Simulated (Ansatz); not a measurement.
Crystal: GaSb.

```
Sb Ga
1.0
     0.00000    3.05900    3.05900
     3.05900    0.00000    3.05900
     3.05900    3.05900    0.00000
Sb Ga
1 1
Cartesian
  4.5885 4.5885 4.5885
  0.0000 0.0000 0.0000
```

Base run:

- Program: Ansatz 0.2.0
- Functional: PBEsol
- Potentials or basis: all-electron LAPW, relativistic spinors
- Cutoff: 278 eV
- Density cutoff: 1113 eV
- Basis error allowed: 0.001 eV/atom
- k mesh: 6 × 6 × 6
- Occupations: fermi-dirac, width 0.05 eV
- Spin: spin-orbit coupling, no magnetisation

Its results: pressure 0.0 GPa.

The run is repeated on the same cell with these changes: functional from PBEsol to PBE. What comes out?

Pressure 2.5 GPa.

PBE binds less tightly than PBEsol, so the same cell stands under more pressure.

Caveats: the k mesh is thin for a metal, which can move the energy by tens of meV per atom.

Not every run made on this cell is shown here.
